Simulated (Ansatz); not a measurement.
## GaP at -3 GPa: from Born charge to LO–TO splitting and polaron coupling

Computed with DFT LDA, scalar-relativistic, plane waves, PAW (Ansatz). Cutoff 420 eV, 8×8×8 k-points (Γ-centred), fixed occupations. No spin polarisation. Phonons by linear response, acoustic sum rule imposed.

The cell, relaxed at -3 GPa:
```cif
data_structure
_symmetry_space_group_name_H-M 'F-43m'
_symmetry_Int_Tables_number 216
_cell_length_a 5.4562
_cell_length_b 5.4562
_cell_length_c 5.4562
_cell_angle_alpha 90.000
_cell_angle_beta 90.000
_cell_angle_gamma 90.000
_cell_volume 162.43
loop_
_atom_site_label
_atom_site_type_symbol
_atom_site_symmetry_multiplicity
_atom_site_Wyckoff_symbol
_atom_site_fract_x
_atom_site_fract_y
_atom_site_fract_z
_atom_site_occupancy
Ga1 Ga 4 a 0.00000 0.00000 0.00000 1
P1 P 4 c 0.25000 0.25000 0.25000 1
```

The run warned that the force constants aren't converged on this k mesh, so the frequencies and all that is formed from them are rough.

Linear response gives ν_TO = 349.2 cm⁻¹, Born charges ±2.107 e (positive on Ga) and ε∞ = 10.947. The primitive cell holds 40.607 Å³, and the masses are 69.723 and 30.974 amu.

Question: Find ν_LO and the static dielectric constant.

Answer: The long-wave field adds a restoring force: ω_LO² − ω_TO² = Z*²e²/(ε_vac ε∞ μV). In these units ν_LO² − ν_TO² = 4.92064×10⁷ Z*²/(μ V ε∞) cm⁻², with μ = m₁m₂/(m₁ + m₂) = 21.446 amu: 22908 cm⁻². So ν_LO = √(349.2² + 22908) = 380.6 cm⁻¹, and the run gives 380.6. Lyddane–Sachs–Teller then gives ε0 = ε∞ (ν_LO/ν_TO)² = 13.00, against 13.00 in the run (it forms both from the same three quantities, so the match checks the arithmetic only). Between ν_TO and ν_LO the dielectric function is negative and an undamped crystal reflects fully: a reststrahlen band from 26.3 to 28.6 μm.

Question: What do the Clausius–Mossotti polarisability and the Szigeti charge come to?

Answer: With the Lorentz local field, α = (3V/4π)(ε∞ − 1)/(ε∞ + 2) = 7.45 Å³ for the pair, and e_S = 3Z*/(ε∞ + 2) = 0.49 e. The Born charge includes the electrons' response to the dipole's own local field, and e_S takes that enhancement out. The Lorentz field assumes point-like polarisable ions, a poor picture once ε∞ is this large, since the electron clouds then overlap or are shared, so both numbers are formal here.

Question: How strongly does a slow electron couple to the LO mode?

Answer: For one isotropic parabolic band, Fröhlich's constant is α_F = (1/ε∞ − 1/ε0) √(m* Ry/ħω_LO), with Ry = 13.606 eV, ħω_LO = 47.2 meV and m* in free-electron masses: α_F = 0.0144 × 16.98 × √m* = 0.25 √m*. The band mass isn't part of this run; for m* = 0.1, 0.3 and 1 it gives 0.08, 0.13, 0.25. In weak coupling the polaron lies α_F ħω_LO below the band edge (6 meV at m* = 0.3) with a mass m*(1 + α_F/6); past α_F of about 5 or 6 that expansion fails. A semilocal functional's ε∞ tends to be too large, which taken alone lowers α_F.

Cost: 1 run of about 1.5 core-minutes, on AMD EPYC (Zen 3) (shared hosts).

The modest LO–TO splitting and the small lattice share of the static dielectric constant mark GaP as a polar but largely covalent semiconductor. The Born charge of 2.107 e isn't the static charge on Ga: it measures how polarisation changes as the sublattices move, including charge shifted along the sp³ bonds. Its field is then strongly screened by the valence electrons, which keeps both the splitting and the Fröhlich coupling weak.

Both zone-centre frequencies lie below the familiar ambient values. Tension probably contributes by weakening the bonds' restoring forces, but it can't be separated here from error in the force constants. Such an error would leave the difference of the squared frequencies untouched, as that depends on charge, screening, mass and volume, whereas too soft a TO mode would inflate the lattice part of ε0.

The coupling estimates support large, weakly bound polarons rather than self-trapping by the LO field, though GaP's anisotropic conduction valleys and degenerate valence-band top call for more than a single isotropic mass.
